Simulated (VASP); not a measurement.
Cr: relaxation of cell and atoms with r2SCAN

Cr:

```
Cr
1.0
     0.00000    1.96323    4.33674
     1.38445    0.00000    4.33674
     1.38445    1.96323    0.00000
Cr
2
Cartesian
  1.3845 1.9632 1.1352
  1.3845 1.9632 7.5383
```

The cell was built by a generator and needn't be a form met in nature.

```yaml
Program: VASP 6.6.1
Task: relaxation of cell and atoms
Functional: r2SCAN
Potentials_or_basis: VASP PAW PBE potentials, release 64 (Cr_pv)
Cutoff: 600 eV
k_mesh: 8 × 8 × 8
Occupations: gaussian, width 0.1 eV
Spin: no spin polarisation
Dipole_correction: no
Further_INCAR_settings: ALGO = Normal; EDIFF = 1e-06; IBRION = 2; EDIFFG = -0.04; NSW = 90; ISIF = 3
```

```yaml
Relaxed_volume: 11.83 Å³/atom
Relaxed_cell: a = 4.756 Å, b = 4.537 Å, c = 2.416 Å, α = 80.01°, β = 69.98°, γ = 30.02°
Space_group_after_relaxing_to_0.05_Å: Fmmm (No. 69)
Energy_gained_by_relaxing: 0.7 meV/atom
Ionic_steps: 6
Pressure_after_relaxing: 0.2 GPa
Largest_force_after_relaxing: 0.004 eV/Å
Band_gap_on_the_k_mesh: none (metal or under the smearing width)
```

Forces on the atoms (eV/Å):
```
Cr   0.000  0.000  0.004
Cr   0.000  0.000 -0.004
```

Stress tensor (GPa, compression positive):
```
0.27 0.00 0.00
0.00 0.22 0.00
0.00 0.00 0.03
```

The path:
```tsv
step	energy change (eV)	largest force (eV/Å)	pressure (GPa)	volume (Å³)
1	0.0000	0.0139	0.91	23.57
2	-0.0003	0.0132	-1.37	23.80
3	-0.0006	0.0129	-0.46	23.71
4	-0.0012	0.0038	-0.20	23.69
5	-0.0013	0.0006	-0.09	23.68
6	-0.0014	0.0038	0.17	23.65
```

Final structure:
```xyz
2
Lattice="0.0000 1.9835 4.3224 1.3793 0.0000 4.3224 1.3793 1.9835 0.0000" Properties=species:S:1:pos:R:3 pbc="T T T"
Cr    1.3793    1.9835    1.1331
Cr    1.3793    1.9835    7.5117
```

Levels at points of the mesh, in eV from the Fermi level:
```csv
k point,band 10,band 11,band 12,band 13,band 14,band 15
"(0.00, 0.00, 0.00)",-1.94,-1.65,-0.13,0.95,0.96,1.33
"(0.50, 0.00, 0.00)",-2.68,-0.62,0.14,0.87,1.95,2.23
"(0.50, 0.50, 0.00)",-2.33,-1.20,-0.62,-0.14,1.10,1.24
"(0.50, 0.00, 0.50)",-0.99,-0.42,0.25,1.38,1.41,2.97
"(0.00, 0.50, 0.50)",-2.63,-1.80,-0.47,1.78,2.28,2.88
```

Run time: 11 min on 1 thread of Intel(R) Xeon(R) Platinum 8488C (Sapphire Rapids), with other jobs on the host, peak memory 0.21 GiB.

Caveat: the PAW data sets were made with another functional, which shifts forces and pressure a little; the run has no spin polarisation, though such a crystal can be magnetic. Spin polarisation is off, so any magnetic state and its effect on volume and gap are missing.
